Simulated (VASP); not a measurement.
A run of VASP 6.6.1:

The input INCAR:

```
ALGO = Normal ; EDIFF = 1E-6
ENCUT = 450 ; GGA = PE
ISIF = 2 ; ISMEAR = 0
LASPH = T ; LCHARG = T
LELF = T ; LREAL = F
LVHAR = T ; LWAVE = F
NBANDS = 16 ; NELM = 100
PREC = Accurate ; SIGMA = 0.02
```

The input KPOINTS:

```
k-points
0
Gamma
  5 5 5
```

File POSCAR:

```
TaC
1.0
    0.0000000000      2.2230000000      2.2230000000
    2.2230000000      0.0000000000      2.2230000000
    2.2230000000      2.2230000000      0.0000000000
Ta C
1 1
Direct
    0.0000000000      0.0000000000      0.0000000000
    0.5000000000      0.5000000000      0.5000000000
```

Potentials or basis: VASP PAW PBE potentials, release 64 (Ta_sv_GW, C_GW).

Launch:

```bash
$ cat potpaw_PBE.64/Ta_sv_GW/POTCAR potpaw_PBE.64/C_GW/POTCAR > POTCAR
$ mpirun -np 1 vasp_std > vasp.out
```

Hardware: 1 thread of Intel(R) Xeon(R) Platinum 8488C (Sapphire Rapids) (shared host).

Question: How long does it take, and how much memory?

Answer: It took 6.5 s on 1 thread of Intel(R) Xeon(R) Platinum 8488C (Sapphire Rapids), with other jobs on the host, peak memory 0.14 GiB. Counts: scf iterations 13, k points 10.
